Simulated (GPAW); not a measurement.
# BN (F-43m) in GPAW: further runs

One crystal, BN, is run at these levels: PBE, PBEsol; tasks: single point, relaxation of cell and atoms.

All numbers are computed with GPAW 26.7.0; they aren't measurements. Logs are shortened: lines on timing, memory, paths and dates and some standing lists are left out, and cuts for length are marked. The log counts tension as positive stress, the text compression.

**The experiment to reproduce.**

From a printed reference work, monograph, for a bulk crystal of BN at 300 K: band gap 6.4 eV (indirect).

The results are compared with them further down.

## Step 1: The crystal as given

The structure is cubic, space group F-43m (No. 216). Conventional cell: a = 3.626 Å, b = 3.626 Å, c = 3.626 Å, α = 90.00°, β = 90.00°, γ = 90.00°. N (site symmetry -43m) is surrounded by 4 B at 1.57 Å. Around B (site symmetry -43m) lie 4 N at 1.57 Å.

The cell is a database's computed one.

## Step 2: Single point, PBE

run.py

```python
from ase import Atoms
from ase.dft.bandgap import bandgap
from ase.io import write
from ase.units import GPa
from gpaw import GPAW, PW

atoms = Atoms(['N', 'B'],
              cell=[[0.0, 1.813001, 1.813001],
                    [1.813001, 0.0, 1.813001],
                    [1.813001, 1.813001, 0.0]],
              scaled_positions=[[0.25, 0.25, 0.25],
                                [0.0, 0.0, 0.0]],
              pbc=True)

calc = GPAW(mode=PW(600),
            xc='PBE',
            kpts={'size': (10, 10, 10), 'gamma': True},
            occupations={'name': 'fermi-dirac', 'width': 0.05},
            nbands=11,
            maxiter=120,
            txt='gpaw.txt')
atoms.calc = calc
energy = atoms.get_potential_energy()
forces = atoms.get_forces()
stress = atoms.get_stress()
calc.write('gs.gpw')
write('result.traj', atoms)
print(f'Energy: {energy:.6f} eV')
print('Forces (eV/A):')
print(forces.round(4))
print('Stress (GPa):', (stress / GPa).round(3))
print('Fermi level:', round(calc.get_fermi_level(), 4), 'eV')
print(f'Gap: {bandgap(calc)[0]:.4f} eV, direct: {bandgap(calc, direct=True)[0]:.4f} eV')
```

Potentials or basis: GPAW PAW data sets (gpaw-data 1.2.1), pw.

On the command line:

```console
$ OMP_NUM_THREADS=1 python run.py
```

gpaw.txt:

```text
__  _  _
 | _ |_)|_||  |
 |__||  | ||/\| - 26.7.0

Input parameters:
  mode=PW(ecut=600.0),
  kpts=MonkhorstPack(size=(10, 10, 10), gamma=True),
  maxiter=120,
  nbands=11,
  occupations=Occupations(name='fermi-dirac', width=0.05),
  xc=XC(name='PBE')

Diagonalizing LCAO Hamiltonian
Converting LCAO to pw mode

          N
       B

Atoms  # Å, Bohr magnetons
|   | symbol |        x |        y |        z |    initial magnetic moments |
|---|--------|----------|----------|----------|-----------------------------|
| 0 |      N | 0.906501 | 0.906501 | 0.906501 | ( 0.0000,  0.0000,  0.0000) |
| 1 |      B | 0.000000 | 0.000000 | 0.000000 | ( 0.0000,  0.0000,  0.0000) |

Unit cell  # Å
| periodic |        x |        y |        z |  lengths |    angles |
|----------|----------|----------|----------|----------|-----------|
|      yes | 0.000000 | 1.813001 | 1.813001 | 2.563971 | 60.000000 |
|      yes | 1.813001 | 0.000000 | 1.813001 | 2.563971 | 60.000000 |
|      yes | 1.813001 | 1.813001 | 0.000000 | 2.563971 | 60.000000 |

Number of symmetries: 24
Symmetry operations  # r_c * U_cc + t_c -> r_c
|    | kind |            matrix            |
|----|------|------------------------------|
|  0 |  E   |  1, 0, 0,  0, 1, 0,  0, 0, 1 |
|  1 |  σ   |  1, 0, 0,  0, 0, 1,  0, 1, 0 |
|  2 |  σ   |  1, 0,-1,  0, 1,-1,  0, 0,-1 |
|  3 |  C3  |  1, 0,-1,  0, 0,-1,  0, 1,-1 |
|  4 |  C3  |  1,-1, 0,  0,-1, 1,  0,-1, 0 |
|  5 |  σ   |  1,-1, 0,  0,-1, 0,  0,-1, 1 |
|  6 |  σ   |  0, 1, 0,  1, 0, 0,  0, 0, 1 |
|  7 |  C3  |  0, 1, 0,  0, 0, 1,  1, 0, 0 |
|  8 |  C2  |  0, 1,-1,  1, 0,-1,  0, 0,-1 |
|  9 |  S4  |  0, 1,-1,  0, 0,-1,  1, 0,-1 |
| 10 |  C3  |  0, 0, 1,  1, 0, 0,  0, 1, 0 |
| 11 |  σ   |  0, 0, 1,  0, 1, 0,  1, 0, 0 |
| 12 |  S4  |  0, 0,-1,  1, 0,-1,  0, 1,-1 |
| 13 |  C3  |  0, 0,-1,  0, 1,-1,  1, 0,-1 |
| 14 |  S4  |  0,-1, 1,  1,-1, 0,  0,-1, 0 |
| 15 |  C2  |  0,-1, 1,  0,-1, 0,  1,-1, 0 |
| 16 |  C3  |  0,-1, 0,  1,-1, 0,  0,-1, 1 |
| 17 |  S4  |  0,-1, 0,  0,-1, 1,  1,-1, 0 |
| 18 |  S4  | -1, 1, 0, -1, 0, 1, -1, 0, 0 |
| 19 |  C3  | -1, 1, 0, -1, 0, 0, -1, 0, 1 |
| 20 |  C3  | -1, 0, 1, -1, 1, 0, -1, 0, 0 |
| 21 |  S4  | -1, 0, 1, -1, 0, 0, -1, 1, 0 |
| 22 |  σ   | -1, 0, 0, -1, 1, 0, -1, 0, 1 |
| 23 |  C2  | -1, 0, 0, -1, 0, 1, -1, 1, 0 |

BZ-sampling:
  Number of BZ points: 1000
  Number of IBZ points: 47

  Monkhorst-Pack size: [10, 10, 10]
  Monkhorst-Pack shift: [0.05, 0.05, 0.05]

K-points  # in reciprocal-cell coordinates
|     |                                coordinates |     weight |
|-----|--------------------------------------------|------------|
|   0 | (  0.00000000,   0.00000000,   0.00000000) | 0.00100000 |
|   1 | (  0.10000000,   0.10000000,   0.00000000) | 0.00600000 |
|   2 | (  0.10000000,   0.10000000,   0.10000000) | 0.00800000 |
|   3 | (  0.20000000,   0.10000000,   0.10000000) | 0.01200000 |
|   4 | (  0.20000000,   0.20000000,   0.00000000) | 0.00600000 |
|   5 | (  0.20000000,   0.20000000,   0.10000000) | 0.02400000 |
|   6 | (  0.20000000,   0.20000000,   0.20000000) | 0.00800000 |
|   7 | (  0.30000000,   0.20000000,   0.10000000) | 0.02400000 |
|   8 | (  0.30000000,   0.20000000,   0.20000000) | 0.02400000 |
|   9 | (  0.30000000,   0.30000000,   0.00000000) | 0.00600000 |
| ... |                                            |            |
|  46 | (  0.50000000,   0.50000000,   0.50000000) | 0.00400000 |

Plane wave coefficients: 411
Cutoff: 600.0 eV

Spin-components: 1 (collinear spins)
Bands:           11
Projectors:      10
Spin-degeneracy: 2
Datatype:        complex128

Parallelization:
  kpt:    1
  domain: 1
  band:   1

Density:
  Valence electrons: 8.0
  Components: 1
  Grid points: [15 15 15]
  Charge: 0.0  # |e|

Potential:
  Grid points: [15 15 15]

species:
  N:
    name:    Nitrogen
    Z:       7.0
    valence: 5
    core:    2
    charge:  0.0  # [|e|]
    compensation charges:
      type: gauss
      rc: 0.18  # [Å]
      lmax: 2
    cutoffs:
      filter: 1.11  # [Å]
      core: 0.96  # [Å]
    projectors
    | kind |    occ | energy [eV] | rcut [Å] |
    |------|--------|-------------|----------|
    |   2s |  2.000 |     -18.583 |    0.603 |
    |   2p |  3.000 |      -7.089 |    0.529 |
    |    s |        |       8.629 |    0.603 |
    |    p |        |      20.123 |    0.529 |
    |    d |        |       0.000 |    0.577 |

    Using partial waves for N as LCAO basis

  B:
    name:    Boron
    Z:       5.0
    valence: 3
    core:    2
    charge:  0.0  # [|e|]
    compensation charges:
      type: gauss
      rc: 0.20  # [Å]
      lmax: 2
    cutoffs:
      filter: 1.14  # [Å]
      core: 1.38  # [Å]
    projectors
    | kind |    occ | energy [eV] | rcut [Å] |
    |------|--------|-------------|----------|
    |   2s |  2.000 |      -9.443 |    0.635 |
    |   2p |  1.000 |      -3.606 |    0.635 |
    |    s |        |      17.768 |    0.635 |
    |    p |        |      23.605 |    0.635 |
    |    d |        |       0.000 |    0.635 |

    Using partial waves for B as LCAO basis

Reference energy: -2151.211071  # eV

eigensolver:
  PPCG
  Converge bands: occupied
  niter=2

density mixing:
  MSR1-Mixer
  Pratt-step length: 0.05
  Maximum mixing coefficient: 0.75
  Old densities: 10
  SVD Regularization: 0.005
  Good broyden scale: 1.0
  Trust region scale: 1.0
  Backstep threshold: 4.0
  History deletion threshold: 6.0
  Fourier metric: weight=20.0, sigma=0.015

occupation numbers:
  Fermi-Dirac:
    width: 0.0500  # eV

poisson solver:
  ecut: 4800.0  # eV

xc functional:
  name: PBE with 2 nearest neighbor stencil

convergence criteria:
- Maximum [total energy] change in last 3 cyles: 0.0005 eV / valence electron
- Maximum integral of absolute [dens]ity change: 0.0001 electrons / valence electron
- Maximum integral of absolute [eigenst]ate change: 4e-08 eV^2 / valence electron
maximum number of iterations: 120

SCF iterations
|iter     | |      energy | eigst |  dens |
|---------|-|-------------|-------|-------|
|iter:   1| |  -18.114678 | +0.06 |       |
|iter:   2| |  -17.949524 | -2.14 | -0.75 |
|iter:   3| |  -17.329988 | -1.41 | -0.79 |
|iter:   4| |  -17.322454 | -3.00 | -1.38 |
|iter:   5| |  -17.322092 | -3.51 | -1.83 |
|iter:   6| |  -17.322154c| -5.49 | -2.59 |
|iter:   7| |  -17.322154c| -7.16 | -3.56 |
|iter:   8| |  -17.322154c| -8.93c| -4.30c|

Converged in 8 steps
Energy contributions relative to reference atoms: (reference = -2151.211071)

Energy contributions:
  Kinetic:          14.594008
  Coulomb:         -13.804903
  Zero:              0.000182
  External:          0.000000
  Xc:              -18.111440
  Entropy:          -0.000000
  Spinorbit:         0.000000
  ----------------------------
  Free energy:     -17.322154
  Extrapolated:    -17.322154

dipole moment: (-7.320909, -7.320909, -7.320909)  # |e|*Ang

Fermi level: 12.171
Eigenvalues  # (at kpt = [0.000, 0.000, 0.000])
| band index |      eig [eV] | occ [0-2] |
|------------|---------------|-----------|
|          0 |       -10.185 |     2.000 |
|          1 |         9.961 |     2.000 |
|          2 |         9.961 |     2.000 |
|          3 |         9.961 |     2.000 |
|          4 |        18.744 |     0.000 |
|          5 |        18.744 |     0.000 |
|          6 |        18.744 |     0.000 |
|          7 |        20.144 |     0.000 |
|          8 |        34.548 |     0.000 |
|          9 |        37.788 |     0.000 |
|         10 |        37.986 |     0.000 |

Gap: 4.445 eV
Transition (v -> c):
  (s=0, k=0, n=3, [0.00, 0.00, 0.00]) -> (s=0, k=41, n=4, [0.50, 0.50, 0.00])
Direct/indirect transitions are different
Direct gap: 8.782 eV
Transition at: (s=0, k=0, n=3, [0.00, 0.00, 0.00])

Forces  # eV/Ang
|       x |        y |        z |
|---------|----------|----------|
| 0.00000 | -0.00000 | -0.00000 |  # N    0
| 0.00000 | -0.00000 | -0.00000 |  # B    1

Stress tensor  # eV/Ang^3
|        x |        y |        z |
|----------|----------|----------|
| 0.078464 | 0.000000 | 0.000000 |
| 0.000000 | 0.078464 | 0.000000 |
| 0.000000 | 0.000000 | 0.078464 |

# Writing to gs.gpw (mode='')
```

It took 5.9 s on 1 thread of Arm Neoverse V1, shared host; peak memory 0.12 GiB.

What came out:

```
Free energy            : -17.3222 eV
Pressure               : -12.6 GPa
Band gap on the k mesh : 4.44 eV, indirect (least direct gap 8.78 eV)
```

Levels at points of the mesh, in eV from the valence-band top:
| k point | band 2 | band 3 | band 4 | band 5 | band 6 | band 7 |
| --- | --- | --- | --- | --- | --- | --- |
| (0.00, 0.00, 0.00) | 0.00 | 0.00 | 0.00 | 8.78 | 8.78 | 8.78 |
| (0.50, 0.50, 0.00) | -8.86 | -4.86 | -4.86 | 4.44 | 9.18 | 17.82 |
| (0.50, 0.50, 0.50) | -10.61 | -1.91 | -1.91 | 10.02 | 10.67 | 10.67 |

Caveat: the cutoff is short for stress and forces, so pressures can be off by a GPa or more.

## Step 3: Relaxation of cell and atoms, PBEsol

run.py

```python
from ase import Atoms
from ase.filters import FrechetCellFilter
from ase.io import write
from ase.optimize import BFGS
from gpaw import GPAW, PW, setup_paths

setup_paths.insert(0, '.')

atoms = Atoms(['N', 'B'],
              cell=[[0.0, 1.813001, 1.813001],
                    [1.813001, 0.0, 1.813001],
                    [1.813001, 1.813001, 0.0]],
              scaled_positions=[[0.25, 0.25, 0.25],
                                [0.0, 0.0, 0.0]],
              pbc=True)

calc = GPAW(mode=PW(800),
            xc='PBEsol',
            kpts={'size': (13, 13, 13), 'gamma': True},
            occupations={'name': 'fermi-dirac', 'width': 0.05},
            nbands=11,
            convergence={'density': 1e-05, 'forces': 0.0001},
            maxiter=150,
            txt='gpaw.txt')
atoms.calc = calc
opt = BFGS(FrechetCellFilter(atoms), trajectory='relax.traj', logfile='-')
done = opt.run(fmax=0.02, steps=60)
calc.write('gs.gpw')
write('result.traj', atoms)
print('Converged:', done)
print('Cell:', atoms.cell.cellpar().round(4))
print('Volume:', round(atoms.get_volume(), 4))
print(atoms.get_scaled_positions().round(5))
```

Potentials or basis: PAW data sets generated in the run's folder for this functional, pw.

On the command line:

```console
$ gpaw-setup -f PBEsol B N
$ OMP_NUM_THREADS=1 python run.py
```

gpaw.txt:

```text
__  _  _
 | _ |_)|_||  |
 |__||  | ||/\| - 26.7.0

Input parameters:
  mode=PW(ecut=800.0),
  convergence={'density': 1e-05, 'forces': 0.0001},
  kpts=MonkhorstPack(size=(13, 13, 13), gamma=True),
  maxiter=150,
  nbands=11,
  occupations=Occupations(name='fermi-dirac', width=0.05),
  xc=XC(name='PBEsol')

Diagonalizing LCAO Hamiltonian
Converting LCAO to pw mode

          N
       B

Atoms  # Å, Bohr magnetons
|   | symbol |        x |        y |        z |    initial magnetic moments |
|---|--------|----------|----------|----------|-----------------------------|
| 0 |      N | 0.906501 | 0.906501 | 0.906501 | ( 0.0000,  0.0000,  0.0000) |
| 1 |      B | 0.000000 | 0.000000 | 0.000000 | ( 0.0000,  0.0000,  0.0000) |

Unit cell  # Å
| periodic |        x |        y |        z |  lengths |    angles |
|----------|----------|----------|----------|----------|-----------|
|      yes | 0.000000 | 1.813001 | 1.813001 | 2.563971 | 60.000000 |
|      yes | 1.813001 | 0.000000 | 1.813001 | 2.563971 | 60.000000 |
|      yes | 1.813001 | 1.813001 | 0.000000 | 2.563971 | 60.000000 |

Number of symmetries: 24
Symmetry operations  # r_c * U_cc + t_c -> r_c
|    | kind |            matrix            |
|----|------|------------------------------|
|  0 |  E   |  1, 0, 0,  0, 1, 0,  0, 0, 1 |
|  1 |  σ   |  1, 0, 0,  0, 0, 1,  0, 1, 0 |
|  2 |  σ   |  1, 0,-1,  0, 1,-1,  0, 0,-1 |
|  3 |  C3  |  1, 0,-1,  0, 0,-1,  0, 1,-1 |
|  4 |  C3  |  1,-1, 0,  0,-1, 1,  0,-1, 0 |
|  5 |  σ   |  1,-1, 0,  0,-1, 0,  0,-1, 1 |
|  6 |  σ   |  0, 1, 0,  1, 0, 0,  0, 0, 1 |
|  7 |  C3  |  0, 1, 0,  0, 0, 1,  1, 0, 0 |
|  8 |  C2  |  0, 1,-1,  1, 0,-1,  0, 0,-1 |
|  9 |  S4  |  0, 1,-1,  0, 0,-1,  1, 0,-1 |
| 10 |  C3  |  0, 0, 1,  1, 0, 0,  0, 1, 0 |
| 11 |  σ   |  0, 0, 1,  0, 1, 0,  1, 0, 0 |
| 12 |  S4  |  0, 0,-1,  1, 0,-1,  0, 1,-1 |
| 13 |  C3  |  0, 0,-1,  0, 1,-1,  1, 0,-1 |
[... 190 lines left out ...]
Gap: 4.354 eV
Transition (v -> c):
  (s=0, k=0, n=3, [0.00, 0.00, 0.00]) -> (s=0, k=77, n=4, [0.46, 0.46, 0.00])
Direct/indirect transitions are different
Direct gap: 8.726 eV
Transition at: (s=0, k=0, n=3, [0.00, 0.00, 0.00])

Stress tensor  # eV/Ang^3
|         x |         y |         z |
|-----------|-----------|-----------|
|  0.046990 |  0.000000 | -0.000000 |
|  0.000000 |  0.046990 | -0.000000 |
| -0.000000 | -0.000000 |  0.046990 |

Forces  # eV/Ang
|       x |        y |        z |
|---------|----------|----------|
| 0.00000 | -0.00000 | -0.00000 |  # N    0
| 0.00000 |  0.00000 |  0.00000 |  # B    1

Interpolating wave functions to new cell

          N
       B

Atoms  # Å, Bohr magnetons
|   | symbol |         x |        y |        z |    initial magnetic moments |
|---|--------|-----------|----------|----------|-----------------------------|
| 0 |      N |  0.904689 | 0.904689 | 0.904689 | ( 0.0000,  0.0000,  0.0000) |
| 1 |      B | -0.000000 | 0.000000 | 0.000000 | ( 0.0000,  0.0000,  0.0000) |

Unit cell  # Å
| periodic |         x |         y |        z |  lengths |    angles |
|----------|-----------|-----------|----------|----------|-----------|
|      yes | -0.000000 |  1.809378 | 1.809378 | 2.558847 | 60.000000 |
|      yes |  1.809378 | -0.000000 | 1.809378 | 2.558847 | 60.000000 |
|      yes |  1.809378 |  1.809378 | 0.000000 | 2.558847 | 60.000000 |

Number of symmetries: 24
Symmetry operations  # r_c * U_cc + t_c -> r_c
|    | kind |            matrix            |
|----|------|------------------------------|
|  0 |  E   |  1, 0, 0,  0, 1, 0,  0, 0, 1 |
|  1 |  σ   |  1, 0, 0,  0, 0, 1,  0, 1, 0 |
|  2 |  σ   |  1, 0,-1,  0, 1,-1,  0, 0,-1 |
|  3 |  C3  |  1, 0,-1,  0, 0,-1,  0, 1,-1 |
|  4 |  C3  |  1,-1, 0,  0,-1, 1,  0,-1, 0 |
|  5 |  σ   |  1,-1, 0,  0,-1, 0,  0,-1, 1 |
|  6 |  σ   |  0, 1, 0,  1, 0, 0,  0, 0, 1 |
|  7 |  C3  |  0, 1, 0,  0, 0, 1,  1, 0, 0 |
|  8 |  C2  |  0, 1,-1,  1, 0,-1,  0, 0,-1 |
|  9 |  S4  |  0, 1,-1,  0, 0,-1,  1, 0,-1 |
| 10 |  C3  |  0, 0, 1,  1, 0, 0,  0, 1, 0 |
| 11 |  σ   |  0, 0, 1,  0, 1, 0,  1, 0, 0 |
| 12 |  S4  |  0, 0,-1,  1, 0,-1,  0, 1,-1 |
| 13 |  C3  |  0, 0,-1,  0, 1,-1,  1, 0,-1 |
[... 188 lines left out ...]
Gap: 4.361 eV
Transition (v -> c):
  (s=0, k=0, n=3, [0.00, 0.00, 0.00]) -> (s=0, k=77, n=4, [0.46, 0.46, 0.00])
Direct/indirect transitions are different
Direct gap: 8.754 eV
Transition at: (s=0, k=0, n=3, [0.00, 0.00, 0.00])

Stress tensor  # eV/Ang^3
|        x |         y |         z |
|----------|-----------|-----------|
| 0.033254 |  0.000000 |  0.000000 |
| 0.000000 |  0.033254 | -0.000000 |
| 0.000000 | -0.000000 |  0.033254 |

Forces  # eV/Ang
|        x |        y |        z |
|----------|----------|----------|
| -0.00000 | -0.00000 | -0.00000 |  # N    0
|  0.00000 | -0.00000 | -0.00000 |  # B    1

Interpolating wave functions to new cell

          N
       B

Atoms  # Å, Bohr magnetons
|   | symbol |        x |         y |         z |    initial magnetic moments |
|---|--------|----------|-----------|-----------|-----------------------------|
| 0 |      N | 0.900407 |  0.900407 |  0.900407 | ( 0.0000,  0.0000,  0.0000) |
| 1 |      B | 0.000000 | -0.000000 | -0.000000 | ( 0.0000,  0.0000,  0.0000) |

Unit cell  # Å
| periodic |         x |         y |         z |  lengths |    angles |
|----------|-----------|-----------|-----------|----------|-----------|
|      yes | -0.000000 |  1.800813 |  1.800813 | 2.546735 | 60.000000 |
|      yes |  1.800813 | -0.000000 |  1.800813 | 2.546735 | 60.000000 |
|      yes |  1.800813 |  1.800813 | -0.000000 | 2.546735 | 60.000000 |

Number of symmetries: 24
Symmetry operations  # r_c * U_cc + t_c -> r_c
|    | kind |            matrix            |
|----|------|------------------------------|
|  0 |  E   |  1, 0, 0,  0, 1, 0,  0, 0, 1 |
|  1 |  σ   |  1, 0, 0,  0, 0, 1,  0, 1, 0 |
|  2 |  σ   |  1, 0,-1,  0, 1,-1,  0, 0,-1 |
|  3 |  C3  |  1, 0,-1,  0, 0,-1,  0, 1,-1 |
|  4 |  C3  |  1,-1, 0,  0,-1, 1,  0,-1, 0 |
|  5 |  σ   |  1,-1, 0,  0,-1, 0,  0,-1, 1 |
|  6 |  σ   |  0, 1, 0,  1, 0, 0,  0, 0, 1 |
|  7 |  C3  |  0, 1, 0,  0, 0, 1,  1, 0, 0 |
|  8 |  C2  |  0, 1,-1,  1, 0,-1,  0, 0,-1 |
|  9 |  S4  |  0, 1,-1,  0, 0,-1,  1, 0,-1 |
| 10 |  C3  |  0, 0, 1,  1, 0, 0,  0, 1, 0 |
| 11 |  σ   |  0, 0, 1,  0, 1, 0,  1, 0, 0 |
| 12 |  S4  |  0, 0,-1,  1, 0,-1,  0, 1,-1 |
| 13 |  C3  |  0, 0,-1,  0, 1,-1,  1, 0,-1 |
[... 189 lines left out ...]
Gap: 4.377 eV
Transition (v -> c):
  (s=0, k=0, n=3, [0.00, 0.00, 0.00]) -> (s=0, k=77, n=4, [0.46, 0.46, 0.00])
Direct/indirect transitions are different
Direct gap: 8.822 eV
Transition at: (s=0, k=0, n=3, [0.00, 0.00, 0.00])

Stress tensor  # eV/Ang^3
|         x |         y |         z |
|-----------|-----------|-----------|
| -0.000588 |  0.000000 | -0.000000 |
|  0.000000 | -0.000588 |  0.000000 |
| -0.000000 |  0.000000 | -0.000588 |

Forces  # eV/Ang
|        x |       y |       z |
|----------|---------|---------|
| -0.00000 | 0.00000 | 0.00000 |  # N    0
| -0.00000 | 0.00000 | 0.00000 |  # B    1

# Writing to gs.gpw (mode='')
```

Wall time 43 s (1 thread of Arm Neoverse V1, shared host); peak memory 0.17 GiB.

What came out:

* Free energy: -18.4569 eV
* Relaxed volume: 5.84 Å³/atom
* Relaxed cell: a = 2.547 Å, b = 2.547 Å, c = 2.547 Å, α = 60.00°, β = 60.00°, γ = 60.00°
* Space group after relaxing (to 0.05 Å): F-43m (No. 216)
* Energy gained by relaxing: 1.8 meV/atom
* Ionic steps: 3
* Pressure after relaxing: 0.1 GPa
* Band gap on the k mesh: 4.38 eV, indirect (least direct gap 8.82 eV)

Step by step:
```
step  energy change (eV)  largest force (eV/Å)  pressure (GPa)  volume (Å³)
   1              0.0000                0.0000           -7.53        11.92
   2             -0.0023                0.0000           -5.33        11.85
   3             -0.0037                0.0000            0.09        11.68
```

Final structure:
```
CELL_PARAMETERS angstrom
0.00000 1.80081 1.80081
1.80081 0.00000 1.80081
1.80081 1.80081 0.00000
ATOMIC_POSITIONS crystal
N 0.25000 0.25000 0.25000
B 0.00000 0.00000 0.00000
```

Levels at points of the mesh, in eV from the valence-band top:
```tsv
k point	band 1	band 2	band 3	band 4	band 5	band 6	band 7
(0.00, 0.00, 0.00)	-20.37	0.00	0.00	0.00	8.82	8.82	8.82
```

Caveat: later steps reuse the first step's grids; an odd mesh through Γ misses points on the zone boundary, where band edges often lie.

(Continued in part 2 of 2.)
